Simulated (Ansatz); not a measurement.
**Mg under changes of volume**

One of the cells (23.237 Å³/atom); the others are scaled copies at fixed shape and fractional positions:

```
CELL_PARAMETERS angstrom
3.20930 0.00000 0.00000
-1.60465 2.77934 0.00000
0.00000 0.00000 5.21030
ATOMIC_POSITIONS crystal
Mg 0.66667 0.33333 0.75000
Mg 0.33333 0.66667 0.25000
```

```yaml
Program: Ansatz 0.2.0
Functional: PBE
Potentials_or_basis: Ansatz PAW
Cutoff: "420 eV (not typed: the program's choice for these potentials)"
k_mesh: 10 × 10 × 5
Occupations: fermi-dirac, width 0.05 eV
Spin: no spin polarisation
```

```tsv
volume (Å³/atom)	energy over the lowest point (meV/atom)	pressure (GPa)
21.843	6.53	2.0
22.308	2.06	1.1
22.772	0.00	0.3
23.237	0.11	-0.4
23.702	2.17	-1.0
24.167	6.00	-1.6
24.631	?	?
```

**Question.** What does the run at 24.631 Å³/atom give?

**Answer.** Energy over the lowest point 11.41 meV/atom; pressure -2.1 GPa.

Worked out: A Birch-Murnaghan fit of order 3 (a polynomial in V^(-2/3)) to the other rows has its minimum at 22.98 Å³/atom with B0 = V·E''(V) = 35 GPa and B' = 4.1 at fixed shape and positions, which overstates the stiffness. It gives 11.41 meV/atom at 24.631 Å³/atom, against the run's 11.41, and -dE/dV = -2.1 GPa, against -2.1.

Energies are extrapolated to zero smearing.
